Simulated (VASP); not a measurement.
# Sc: single point with RPBE

The system is Sc.

```
Sc
1.0
     5.21528    0.00000    0.00000
    -2.60764    4.51657    0.00000
     0.00000    0.00000    3.25424
Sc
3
Direct
  0.00000 0.00000 0.00000
  0.33333 0.66667 0.50000
  0.66667 0.33333 0.50000
```

This isn't the form of Sc at room conditions, which is hcp.

| Quantity | Value |
| --- | --- |
| Program | VASP 6.6.1 |
| Task | single point |
| Functional | RPBE |
| Potentials or basis | VASP PAW PBE potentials, release 64 (Sc_sv) |
| Cutoff | 520 eV |
| k mesh | 8 × 8 × 11 |
| Occupations | fermi-dirac, width 0.1 eV |
| Spin | no spin polarisation |
| Dipole correction | no |
| Further INCAR settings | ALGO = Normal; EDIFF = 1e-06; NBANDS = 24 |

* Pressure: 0.0 GPa
* Band gap on the k mesh: none (metal or under the smearing width)

Levels at points of the mesh, in eV from the Fermi level:
```csv
k point,band 12,band 13,band 14,band 15,band 16,band 17,band 18,band 19,band 20,band 21
"(0.00, 0.00, 0.00)",-28.00,-5.01,-0.69,-0.08,-0.08,-0.06,-0.06,0.65,1.53,1.97
"(0.50, 0.00, 0.00)",-28.01,-3.07,-3.03,-1.53,0.47,0.58,0.60,0.65,0.97,1.34
```

Wall time 110 s on 1 thread of Intel(R) Xeon(R) Platinum 8259CL CPU @ 2.50GHz (Skylake/Cascade Lake), with other jobs on the host, peak memory 0.24 GiB.

Caveat: the PAW data sets were made with another functional, which shifts forces and pressure a little.
